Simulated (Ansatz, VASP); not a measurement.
# One calculation of I, two programs

INCAR

```
SYSTEM = I
  ALGO = Normal
  EDIFF = 1E-6
  ENCUT = 520
  GGA = PE
  ISIF = 2
  ISMEAR = -1
  LASPH = .TRUE.
  LCHARG = .FALSE.
  LREAL = .FALSE.
  LWAVE = .FALSE.
  NBANDS = 10
  NELM = 80
  PREC = Accurate
  SIGMA = 0.08
```

File KPOINTS:

```
k-points
0
G
  12 12 12
  0 0 0
```

POSCAR

```
I
1.0
    3.4007586000      0.0000000000      0.0000000000
   -1.7003793000      2.9451433398      0.0000000000
    0.0000000000      0.0000000000      2.8811328726
I
1
Direct
    0.0000000000      0.0000000000      0.0000000000
```

Input for Ansatz:

```yaml
crystal:
  lattice:
    - [3.4007586, 0.0, 0.0]
    - [-1.7003793, 2.9451433398, 0.0]
    - [0.0, 0.0, 2.8811328726]
  atoms:
    - { symbol: I, position: [0.0, 0.0, 0.0] }
kpoints:
  mp_grid: { grid: [12, 12, 12] }
scf:
  occupations: { method: fermi_dirac, width: 0.08 }
hamiltonian:
  xc: pbe
  pseudopotentials: { kind: paw }
output:
  forces: true
  stress: true
  eigenvalues: true
  populations: true
  write_density: true
  write_potential: true
  elf: true
  volumetric_format: npy
```

Change from the starting cell: volume scaled by 0.55, PAW files.

Alike in both runs: task single point; functional PBE; k mesh 12 × 12 × 12; occupations fermi-dirac, width 0.08 eV; no spin polarisation.

|  | VASP | Ansatz |
| --- | --- | --- |
| version | VASP 6.6.1 | Ansatz 0.2.0 |
| potentials or method | VASP PAW PBE potentials, release 64 (I) | PAW with Ansatz's default frozen-core files, scalar-relativistic |
| plane-wave cutoff (eV) | 520 | 420 |
| valence electrons in the cell | 7 | 17 |

Ansatz gave:

```
pressure (GPa)                                  : 16.5
largest component of the traceless stress (GPa) : 0.11
```

**Question.** Which values does VASP return?

**Answer.** Pressure (GPa): 16.5; largest component of the traceless stress (GPa): 0.10.

The two sets of potentials don't hold the same shells in valence.

Caveats: so large a pressure means that the cell lies far from this level's equilibrium, or that cutoff or potentials fall short (VASP); an odd number of electrons without spin polarisation forces a metal; a magnetic or distorted state may lie lower. Spin-orbit coupling is left out, which matters for the levels of I.
